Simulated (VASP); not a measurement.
Here is a VASP 6.6.1 calculation.

INCAR

```
  ALGO = Normal
  EDIFF = 1E-6
  ENCUT = 500
  GGA = RP
  ISIF = 2
  ISMEAR = 1
  LASPH = T
  LCHARG = F
  LREAL = F
  LWAVE = F
  NELM = 60
  PREC = Accurate
  SIGMA = 0.1
```

File KPOINTS:

```
k-points
0
Gamma
  10 10 10
```

The input POSCAR:

```
Cd
3.0735
    0.523191524809      0.302064767692      0.796904965024
   -0.523191524809      0.302064767692      0.796904965024
    0.000000000000     -0.604129535383      0.796904965024
Cd
1
Direct
    0.0000000000      0.0000000000      0.0000000000
```

Contents of KPOINTS_OPT:

```
path GLB1,BZGX,QFP1Z,LP
15
line-mode
reciprocal
 0.0000000000  0.0000000000  0.0000000000  G
 0.5000000000  0.0000000000  0.0000000000  L

 0.5000000000  0.0000000000  0.0000000000  L
 0.5000000000  0.2624512957 -0.2624512957  B1

 0.7375487043  0.5000000000  0.2624512957  B
 0.5000000000  0.5000000000  0.5000000000  Z

 0.5000000000  0.5000000000  0.5000000000  Z
 0.0000000000  0.0000000000  0.0000000000  G

 0.0000000000  0.0000000000  0.0000000000  G
 0.3812256478  0.0000000000 -0.3812256478  X

 0.6187743522  0.3812256478  0.0000000000  Q
 0.5000000000  0.5000000000  0.0000000000  F

 0.5000000000  0.5000000000  0.0000000000  F
 0.6187743522  0.6187743522  0.2624512957  P1

 0.6187743522  0.6187743522  0.2624512957  P1
 0.5000000000  0.5000000000  0.5000000000  Z

 0.5000000000  0.0000000000  0.0000000000  L
 0.7375487043  0.3812256478  0.3812256478  P
```

Potentials or basis: VASP PAW PBE potentials, release 64 (Cd).

Command:

```console
$ cat potpaw_PBE.64/Cd/POTCAR > POTCAR
$ mpirun -np 1 vasp_std > vasp.out
```

(1) Estimate the band gap along the path.

(2) What does it give for the pressure?

Results:

(1) none (metal or under the smearing width).

(2) 4.9 GPa.

Caveat: the PAW data sets were made with another functional, which shifts forces and pressure a little.
